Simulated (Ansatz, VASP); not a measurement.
**One calculation of ZrC, two programs**

```
Zr C
1.0
     0.00000    2.32072    2.32072
     2.32072    0.00000    2.32072
     2.32072    2.32072    0.00000
Zr C
1 1
Direct
  0.50000 0.50000 0.50000
  0.00000 0.00000 0.00000
```

The cell was relaxed by an earlier calculation.

Alike in both runs: task single point; functional LDA; k mesh 15 × 15 × 15; occupations fermi-dirac, width 0.05 eV; no spin polarisation.

|  | VASP | Ansatz |
| --- | --- | --- |
| version | VASP 6.6.1 | Ansatz 0.2.0 |
| potentials or method | VASP PAW LDA potentials, release 64 (Zr_sv, C), cutoff 520 eV | all-electron LAPW, scalar-relativistic |

|  | VASP | Ansatz | Ansatz less VASP |
| --- | --- | --- | --- |
| pressure (GPa) | 0.7 | 0.1 | -0.58 |

Ansatz ran all-electron here, so the differences hold the error of VASP's frozen core and of both bases.
